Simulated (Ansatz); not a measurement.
# Ti: the cost of one run

Program: Ansatz 0.2.0. Level of theory: DFT PBE, scalar-relativistic, plane waves, PAW. These are calculated values, not measurements.

7 further runs of the same task are left out: 7 set aside as unsound or not needed. Runs told in other sessions of the task aren't counted.

## (1) The structure to begin with

It takes space group Fm-3m (No. 225, cubic). The conventional cell has a = 4.112 Å, b = 4.112 Å, c = 4.112 Å, α = 90.00°, β = 90.00°, γ = 90.00°. Around Ti (site symmetry m-3m) lie 12 Ti at 2.91 Å.

Coordinates:

```
CELL_PARAMETERS angstrom
0.00000 2.05586 2.05586
2.05586 0.00000 2.05586
2.05586 2.05586 0.00000
ATOMIC_POSITIONS crystal
Ti 0.00000 0.00000 0.00000
```

This cell was relaxed beforehand with the same method: volume 17.38 Å³/atom, gap on the mesh none (metal).

## (2) Plan of the line

Rigid slide and opening across a plane, one cut a cell; the plane is (0 0 1) of the conventional cell.

The axes are (1) slide along a1 + 0 a2 (2.907 Å): 10 values from 0.0 to 0.9, periodic; (2) opening across the cut: 6 values from −0.25 to 2.80 Å.

Nothing else is relaxed (rigid halves). Energies count from the perfect crystal. Points are written as (first, second).

## (3) The run at (0.0, −0.25 Å)

File input.yaml:

```yaml
crystal:
  lattice:
    - [-2.0558584512, -2.0558584512, 0.0]
    - [2.0558584512, -2.0558584512, 0.0]
    - [0.0, 0.0, 12.085150707]
  atoms:
    - { symbol: Ti, position: [0.0, 0.0, 0.9356123204] }
    - { symbol: Ti, position: [0.5, 0.5, 0.0850402005] }
    - { symbol: Ti, position: [0.0, 0.0, 0.2551546245] }
    - { symbol: Ti, position: [0.5, 0.5, 0.4252690485] }
    - { symbol: Ti, position: [0.0, 0.0, 0.5953834725] }
    - { symbol: Ti, position: [0.5, 0.5, 0.7654978964] }
basis:
  ecutwfc: 520.0
kpoints:
  mp_grid: { grid: [15, 15, 4] }
hamiltonian:
  xc: pbe
  pseudopotentials: { kind: paw, azcp: { folder: soft_1 } }
scf:
  occupations: { method: gaussian, width: 0.15 }
output:
  forces: true
  stress: true
  eigenvalues: true
```

On the command line:

```console
$ ansatz run input.yaml --threads 2 --pin off --max-ram 4096MiB --backend cpu --events-out ev --progress --plain --runs-dir out
```

Q: Estimate wall time and peak memory on 2 threads of Intel Xeon Platinum 8488C (Sapphire Rapids), shared host.

About 12 s, with a peak of 0.78 GiB.
